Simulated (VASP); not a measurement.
# MgO: NMR shieldings and orbital susceptibility

MgO, Fm-3m (no. 225), 2 atoms in the cell. PBE, GIPAW shieldings; PAW potentials Mg, O (PBE set).

## Input

INCAR:
```
GGA = PE
PREC = Accurate
ENCUT = 650
EDIFF = 1E-8
LREAL = F
LASPH = T
ALGO = Normal
NELM = 120
LWAVE = F
LCHARG = F
LCHIMAG = T
LNMR_SYM_RED = T
NLSPLINE = T
ISMEAR = 0
SIGMA = 0.01
KPAR = 2
```

KPOINTS:
```
k-points
0
Gamma
  9 9 9
```

POSCAR:
```
MgO
1.0
    0.0000000000      2.0970013927      2.0970013927
    2.0970013927      0.0000000000      2.0970013927
    2.0970013927      2.0970013927      0.0000000000
Mg O
1 1
Direct
    0.0000000000      0.0000000000      0.0000000000
    0.5000000000      0.5000000000      0.5000000000
```

Commands:
```
cat potpaw_PBE.64/Mg/POTCAR potpaw_PBE.64/O/POTCAR > POTCAR
mpirun -np 2 vasp_std > vasp.out
```

## Result

- Orbital susceptibility (1e-6 cm³ per mole of cells): -15.5

Absolute shieldings:

| Atoms | Isotropic (ppm) | Span (ppm) |
|---|---|---|
| Mg1 | 551.2 | 0.0 |
| O1 | 202.2 | 0.0 |

Two forms of the response, pGv and vGv, give -15.5 and -15.2 x 10^-6 cm³/mol for the orbital susceptibility of the cell.

The shieldings include the G = 0 term, which follows from the susceptibility (pGv form unless LVGVAPPL = T).

VASP 6.6.1 took 88 s on 2 cores (Intel Xeon 6975P-C (Granite Rapids)), a shared host.
